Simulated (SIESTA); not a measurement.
## Mn in SIESTA: the effect of dispersion

The system is Mn, a slab with vacuum.

```
Mn
1.0
     2.66822    0.00000    0.00000
    -0.88941    2.51563    0.00000
     0.00000    0.00000   25.89298
Mn
6
Cartesian
  0.8894 1.2578 7.5000
  0.0000 0.0000 9.6786
  0.8894 1.2578 11.8572
  0.0000 0.0000 14.0358
  0.8894 1.2578 16.2144
  0.0000 0.0000 18.3930
```

The slab is cut from a database's or a generator's crystal, which needn't be the stable form of the element.

Alike in all runs:

```yaml
Program: SIESTA 5.4.2
Task: single point
Functional: PBE
Potentials_or_basis: PseudoDojo 0.4 standard (PBE files)
Basis: DZP (energy shift 0.003 Ry; two zetas on semicore shells)
Grid_cutoff: 800 Ry
Energy_shift: 0.003 Ry
k_mesh: 10 × 10 × 1
Occupations: fermi-dirac, width 0.05 eV
Spin: collinear spin, ferromagnetic start
Starting_moments: "[4.0, 4.0, 4.0, 4.0, 4.0, 4.0] μB"
```

```csv
dispersion,largest force (eV/Å)
none,0.26
D3,0.36
D3(BJ),?
D4,0.34
```

Task: What does the run with dispersion D3(BJ) give?

Result: Largest force 0.37 eV/Å.

Caveats: the cell was measured hot, at 1413 K.
